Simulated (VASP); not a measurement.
# MgS (Niningerite) (Fm-3m) in VASP: further runs

The runs below take MgS (Niningerite) through band structure, density of states, with LDA, PBE+MBD.

All numbers are computed with VASP 6.6.1; they aren't measurements. Logs are shortened: lines on timing, memory, paths and dates and some standing lists are left out, and cuts for length are marked.

## 1. The structure

Symmetry: Fm-3m, No. 225, cubic system. The conventional cell has a = 5.203 Å, b = 5.203 Å, c = 5.203 Å, α = 90.00°, β = 90.00°, γ = 90.00°. Around S (site symmetry m-3m) lie 6 Mg at 2.60 Å. Mg (site symmetry m-3m) is surrounded by 6 S at 2.60 Å.

## 2. Band structure, LDA (volume scaled by 0.96)

The input, INCAR:

```
  ALGO = Normal
  EDIFF = 1E-6
  ENCUT = 900
  ISIF = 2
  ISMEAR = 0
  LASPH = T
  LCHARG = F
  LREAL = F
  LWAVE = F
  NELM = 60
  PREC = Accurate
  SIGMA = 0.05
```

The input, KPOINTS:

```
k-points
0
Gamma
  9 9 9
```

The input, POSCAR:

```
MgS
1.0
    0.0000000000      2.5664882573      2.5664882573
    2.5664882573      0.0000000000      2.5664882573
    2.5664882573      2.5664882573      0.0000000000
S Mg
1 1
Direct
    0.5000000000      0.5000000000      0.5000000000
    0.0000000000      0.0000000000      0.0000000000
```

The input, KPOINTS_OPT:

```
path GXWKGLUWLK,UX
15
line-mode
reciprocal
 0.0000000000  0.0000000000  0.0000000000  G
 0.5000000000  0.0000000000  0.5000000000  X

 0.5000000000  0.0000000000  0.5000000000  X
 0.5000000000  0.2500000000  0.7500000000  W

 0.5000000000  0.2500000000  0.7500000000  W
 0.3750000000  0.3750000000  0.7500000000  K

 0.3750000000  0.3750000000  0.7500000000  K
 0.0000000000  0.0000000000  0.0000000000  G

 0.0000000000  0.0000000000  0.0000000000  G
 0.5000000000  0.5000000000  0.5000000000  L

 0.5000000000  0.5000000000  0.5000000000  L
 0.6250000000  0.2500000000  0.6250000000  U

 0.6250000000  0.2500000000  0.6250000000  U
 0.5000000000  0.2500000000  0.7500000000  W

 0.5000000000  0.2500000000  0.7500000000  W
 0.5000000000  0.5000000000  0.5000000000  L

 0.5000000000  0.5000000000  0.5000000000  L
 0.3750000000  0.3750000000  0.7500000000  K

 0.6250000000  0.2500000000  0.6250000000  U
 0.5000000000  0.0000000000  0.5000000000  X
```

Potentials or basis: VASP PAW LDA potentials, release 64 (S_h, Mg).

Launch:

```bash
$ cat potpaw_LDA.64/S_h/POTCAR potpaw_LDA.64/Mg/POTCAR > POTCAR
$ mpirun -np 1 vasp_std > vasp.out
```

OUTCAR:

```text
EDIFF = 1E-6
   ENCUT = 900
   ISIF = 2
   ISMEAR = 0
   LASPH = T
   LREAL = F
   NELM = 60
   PREC = Accurate

 ion  position               nearest neighbor table
   1  0.500  0.500  0.500-   2 2.57   2 2.57   2 2.57   2 2.57   2 2.57   2 2.57
   2  0.000  0.000  0.000-   1 2.57   1 2.57   1 2.57   1 2.57   1 2.57   1 2.57

  LATTYP: Found a face centered cubic cell.
 ALAT       =     5.1329765146

  Lattice vectors:

 A1 = (   0.0000000000,   2.5664882573,   2.5664882573)
 A2 = (   2.5664882573,   0.0000000000,   2.5664882573)
 A3 = (   2.5664882573,   2.5664882573,   0.0000000000)

Analysis of symmetry for initial positions (statically):
=====================================================================
 Subroutine PRICEL returns:
 Original cell was already a primitive cell.

 Routine SETGRP: Setting up the symmetry group for a
 face centered cubic supercell.

 Subroutine GETGRP returns: Found 48 space group operations
 (whereof 48 operations were pure point group operations)
 out of a pool of 48 trial point group operations.

The static configuration has the point symmetry O_h .

Analysis of symmetry for dynamics (positions and initial velocities):
=====================================================================
 Subroutine PRICEL returns:
 Original cell was already a primitive cell.

 Routine SETGRP: Setting up the symmetry group for a
 face centered cubic supercell.

 Subroutine GETGRP returns: Found 48 space group operations
 (whereof 48 operations were pure point group operations)
 out of a pool of 48 trial point group operations.

The dynamic configuration has the point symmetry O_h .

 Subroutine INISYM returns: Found 48 space group operations
 (whereof 48 operations are pure point group operations),
 and found     1 'primitive' translations

----------------------------------------------------------------------------------------

                                     Primitive cell

  volume of cell :      33.8102

  direct lattice vectors                    reciprocal lattice vectors
     0.000000000  2.566488257  2.566488257    -0.194818737  0.194818737  0.194818737
     2.566488257  0.000000000  2.566488257     0.194818737 -0.194818737  0.194818737
     2.566488257  2.566488257  0.000000000     0.194818737  0.194818737 -0.194818737

  length of vectors
     3.629562501  3.629562501  3.629562501     0.337435950  0.337435950  0.337435950

  position of ions in fractional coordinates (direct lattice)
     0.500000000  0.500000000  0.500000000
     0.000000000  0.000000000  0.000000000

  ion indices of the primitive-cell ions
   primitive index   ion index
                 1           1
                 2           2

----------------------------------------------------------------------------------------

 KPOINTS: k-points

Automatic generation of k-mesh.
 Grid dimensions read from file:
 generate k-points for:    9    9    9

 Generating k-lattice:

  Cartesian coordinates                     Fractional coordinates (reciprocal lattice)
    -0.021646526  0.021646526  0.021646526     0.111111111  0.000000000  0.000000000
     0.021646526 -0.021646526  0.021646526     0.000000000  0.111111111  0.000000000
     0.021646526  0.021646526 -0.021646526     0.000000000  0.000000000  0.111111111

  Length of vectors
     0.037492883  0.037492883  0.037492883

  Shift w.r.t. Gamma in fractional coordinates (k-lattice)
     0.000000000  0.000000000  0.000000000

 Subroutine IBZKPT returns following result:
 ===========================================

 Found     35 irreducible k-points:

 Following reciprocal coordinates:
            Coordinates               Weight
  0.000000  0.000000  0.000000      1.000000
  0.111111  0.000000  0.000000      8.000000
  0.222222  0.000000  0.000000      8.000000
  0.333333  0.000000  0.000000      8.000000
  0.444444  0.000000  0.000000      8.000000
  0.111111  0.111111  0.000000      6.000000
[... 27 lines left out ...]
 -0.333333  0.444444  0.111111     24.000000
 -0.333333  0.444444  0.222222     24.000000
   k-points           NKPTS =     35   k-points in BZ     NKDIM =     35   number of bands    NBANDS=      8
   number of dos      NEDOS =    301   number of ions     NIONS =      2
   total plane-waves  NPLWV =  46656
   dimension x,y,z NGX =    36 NGY =   36 NGZ =   36
   dimension x,y,z NGXF=    72 NGYF=   72 NGZF=   72
   ions per type =               1   1
   NGX,Y,Z   is equivalent  to a cutoff of  16.49, 16.49, 16.49 a.u.
   NGXF,Y,Z  is equivalent  to a cutoff of  32.98, 32.98, 32.98 a.u.
 SYSTEM =  unknown system
   PREC   = accura    normal or accurate (medium, high low for compatibility)
   ISTART =      0    job   : 0-new  1-cont  2-samecut
   ICHARG =      2    charge: 1-file 2-atom 10-const
   ISPIN  =      1    spin polarized calculation?
   LNONCOLLINEAR =      F non collinear calculations
   LSORBIT =      F    spin-orbit coupling
   LASPH  =      T    aspherical Exc in radial PAW
   ENCUT  =  900.0 eV  66.15 Ry    8.13 a.u.   8.88  8.88  8.88*2*pi/ulx,y,z
   NELM   =     60;   NELMIN=  2; NELMDL= -5     # of ELM steps
   EDIFF  = 0.1E-05   stopping-criterion for ELM
   LREAL  =      F    real-space projection
   EDIFFG = 0.1E-04   stopping-criterion for IOM
   NSW    =      0    number of steps for IOM
   IBRION =     -1    ionic relax: 0-MD 1-quasi-New 2-CG
   NFREE  =      0    steps in history (QN), initial steepest desc. (CG)
   ISIF   =      2    stress and relaxation
   ISYM   =      2    0-nonsym 1-usesym 2-fastsym
   POTIM  = 0.5000    time-step for ionic-motion
   TEBEG  =    0.0;   TEEND  =   0.0 temperature during run
   PSTRESS=    0.0 pullay stress
   NELECT =       8.0000    total number of electrons
   NUPDOWN=      -1.0000    fix difference up-down
   EMIN   =  10.00;   EMAX   =-10.00  energy-range for DOS
   EFERMI =   0.00;   METHOD = LEGACY
   ISMEAR =     0;   SIGMA  =   0.05  broadening in eV -4-tet -1-fermi 0-gaus
   EFERMI_NEDOS =   21; number of points for ismear=-14 and -15
   IALGO  =     38    algorithm
   IMIX   =      4    mixing-type and parameters
     AMIX     =   0.40;   BMIX     =  1.00
     AMIX_MAG =   1.60;   BMIX_MAG =  1.00
  volume/ion in A,a.u.               =      16.91       114.08
  Fermi-wavevector in a.u.,A,eV,Ry     =   1.012563  1.913467 13.949844  1.025285
  Thomas-Fermi vector in A             =   2.145680
   LORBIT       =      0    0 simple, 1 ext, 2 COOP (PROOUT), +10 PAW based schemes
   GGA     = CA    functional components
   LHFCALC =     F    Hartree Fock is set to
   AEXX    =    0.0000 exact exchange contribution
   IVDW    =     0    specifies the selected vdW correction
   LEPSILON=     F    determine dielectric tensor
   LRPA    =     F    only Hartree local field effects (RPA)
 non-spin polarized calculation
 Gauss-broadening in eV      SIGMA  =   0.05
  energy-cutoff  :      900.00
  volume of cell :       33.81
 maximum number of plane-waves:      2089
   NGX = 17   NGY = 17   NGZ = 17

 number of electron       8.0000000 magnetization

 Free energy of the ion-electron system (eV)
  ---------------------------------------------------
  ext. energy  EPLUGINS =         0.00000000
  ---------------------------------------------------
  free energy    TOTEN  =        -9.59220154 eV

  energy without entropy =       -9.59220154  energy(sigma->0) =       -9.59220154

 E-fermi :   4.5707     XC(G=0): -10.2131

 val. band max:        4.3209818061   @ k =   0.0000   0.0000   0.0000
 cond. band min:       7.0936464261   @ k =   0.4444   0.4444   0.0000
 fundamental gap:      2.7726646200
 Fermi energy:         4.5706715467

 k-point     1 :       0.0000    0.0000    0.0000
  band No.  band energies     occupation
      1      -8.5603      2.00000
      2       4.3210      2.00000
      3       4.3210      2.00000
      4       4.3210      2.00000
      5       8.1410      0.00000
      6      12.0962      0.00000
      7      12.0962      0.00000
      8      12.0962      0.00000

 k-point     2 :       0.1111    0.0000    0.0000
  band No.  band energies     occupation
      1      -8.4306      2.00000
      2       3.4100      2.00000
      3       4.2314      2.00000
      4       4.2314      2.00000
      5       8.8242      0.00000
      6      11.8338      0.00000
      7      12.3253      0.00000
      8      12.3253      0.00000

 k-point     3 :       0.2222    0.0000    0.0000
  band No.  band energies     occupation
      1      -8.0687      2.00000
      2       1.7673      2.00000
      3       4.0247      2.00000
      4       4.0247      2.00000
      5       9.2832      0.00000
      6      12.1706      0.00000
      7      12.1706      0.00000
      8      12.3471      0.00000

 k-point     4 :       0.3333    0.0000    0.0000
  band No.  band energies     occupation
      1      -7.5754      2.00000
      2       0.2590      2.00000
      3       3.8174      2.00000
      4       3.8174      2.00000
      5       9.0100      0.00000
      6      11.5221      0.00000
      7      11.5221      0.00000
      8      13.8435      0.00000

 k-point     5 :       0.4444    0.0000    0.0000
  band No.  band energies     occupation
      1      -7.1789      2.00000
      2      -0.6782      2.00000
      3       3.6946      2.00000
      4       3.6946      2.00000
      5       8.7813      0.00000
      6      11.1355      0.00000
      7      11.1355      0.00000
      8      14.5822      0.00000
[... 298 lines left out ...]
 k-point    33 :      -0.4444    0.4444    0.1111
  band No.  band energies     occupation
      1      -6.7497      2.00000
      2       0.1126      2.00000
      3       2.0554      2.00000
      4       2.2714      2.00000
      5       7.9434      0.00000
      6       9.4358      0.00000
      7      14.2436      0.00000
      8      15.4939      0.00000

 k-point    34 :      -0.3333    0.4444    0.1111
  band No.  band energies     occupation
      1      -6.6786      2.00000
      2       0.3633      2.00000
      3       1.1733      2.00000
      4       2.3438      2.00000
      5       8.5338      0.00000
      6      10.6949      0.00000
      7      13.4852      0.00000
      8      14.1094      0.00000

 k-point    35 :      -0.3333    0.4444    0.2222
  band No.  band energies     occupation
      1      -6.6944      2.00000
      2       0.5360      2.00000
      3       1.1286      2.00000
      4       2.0470      2.00000
      5       9.4683      0.00000
      6      11.5974      0.00000
      7      11.9523      0.00000
      8      13.4256      0.00000

------------------------ aborting loop because EDIFF is reached ----------------------------------------

  FORCE on cell =-STRESS in cart. coord.  units (eV):
  Direction    XX          YY          ZZ          XY          YZ          ZX
  --------------------------------------------------------------------------------------
  -------------------------------------------------------------------------------------
  Total       -0.1581085     -0.1581085     -0.1581085     -0.0000000      0.0000000     -0.0000000
  in kB       -7.4923503     -7.4923503     -7.4923503     -0.0000000      0.0000000     -0.0000000
  external PRESSURE =      -7.4923503 kB  Pullay stress =       0.0000000 kB

 VOLUME and BASIS-vectors are now :
 -----------------------------------------------------------------------------
  energy-cutoff  :      900.00
  volume of cell :       33.81
      direct lattice vectors                 reciprocal lattice vectors
     0.000000000  2.566488257  2.566488257    -0.194818737  0.194818737  0.194818737
     2.566488257  0.000000000  2.566488257     0.194818737 -0.194818737  0.194818737
     2.566488257  2.566488257  0.000000000     0.194818737  0.194818737 -0.194818737

 POSITION                                       TOTAL-FORCE (eV/Angst)
 -----------------------------------------------------------------------------------
      2.56649      2.56649      2.56649        -0.000000     -0.000000      0.000000
      0.00000      0.00000      0.00000         0.000000      0.000000     -0.000000
 -----------------------------------------------------------------------------------
    total drift:                                0.000000      0.000000      0.000000

  FREE ENERGIE OF THE ION-ELECTRON SYSTEM (eV)
  ---------------------------------------------------
  free  energy   TOTEN  =        -9.5922015356 eV

  energy  without entropy=       -9.5922015356  energy(sigma->0) =       -9.59220154
```

Wall time 43 s (1 thread of Intel Xeon 6975P-C (Granite Rapids), shared host); peak memory 0.17 GiB.

Results:

- Free energy: -9.5922 eV
- Pressure: -0.7 GPa
- Band gap on the k mesh: 2.77 eV, indirect (least direct gap 3.82 eV)
- Band gap along the path: 2.64 eV, indirect (least direct gap 3.82 eV)

Levels at the corners of the path, in eV from the valence-band top:
```csv
point,band 1,band 2,band 3,band 4,band 5,band 6,band 7,band 8
Γ,-12.88,0.00,0.00,0.00,3.82,7.78,7.78,7.78
X,-11.03,-4.47,-1.80,-1.80,2.64,4.11,12.20,12.74
X,-11.03,-4.47,-1.80,-1.80,2.64,4.11,12.20,12.74
W,-10.97,-3.46,-3.46,-2.53,5.23,7.88,7.88,8.01
W,-10.97,-3.46,-3.46,-2.53,5.23,7.88,7.88,8.01
K,-11.03,-3.95,-3.41,-1.46,3.76,6.61,9.66,10.15
K,-11.03,-3.95,-3.41,-1.46,3.76,6.61,9.66,10.15
Γ,-12.88,0.00,0.00,0.00,3.82,7.78,7.78,7.78
Γ,-12.88,0.00,0.00,0.00,3.82,7.78,7.78,7.78
L,-11.44,-5.13,-0.64,-0.64,4.43,6.76,6.76,10.29
L,-11.44,-5.13,-0.64,-0.64,4.43,6.76,6.76,10.29
U,-11.03,-3.95,-3.41,-1.46,3.76,6.61,9.66,10.15
U,-11.03,-3.95,-3.41,-1.46,3.76,6.61,9.66,10.15
W,-10.97,-3.46,-3.46,-2.53,5.23,7.88,7.88,8.01
W,-10.97,-3.46,-3.46,-2.53,5.23,7.88,7.88,8.01
L,-11.44,-5.13,-0.64,-0.64,4.43,6.76,6.76,10.29
L,-11.44,-5.13,-0.64,-0.64,4.43,6.76,6.76,10.29
K,-11.03,-3.95,-3.41,-1.46,3.76,6.61,9.66,10.15
U,-11.03,-3.95,-3.41,-1.46,3.76,6.61,9.66,10.15
X,-11.03,-4.47,-1.80,-1.80,2.64,4.11,12.20,12.74
```

Caveat: the mesh misses the band edges, which the band path finds closer together.

(Part 1 of 2 ends here.)
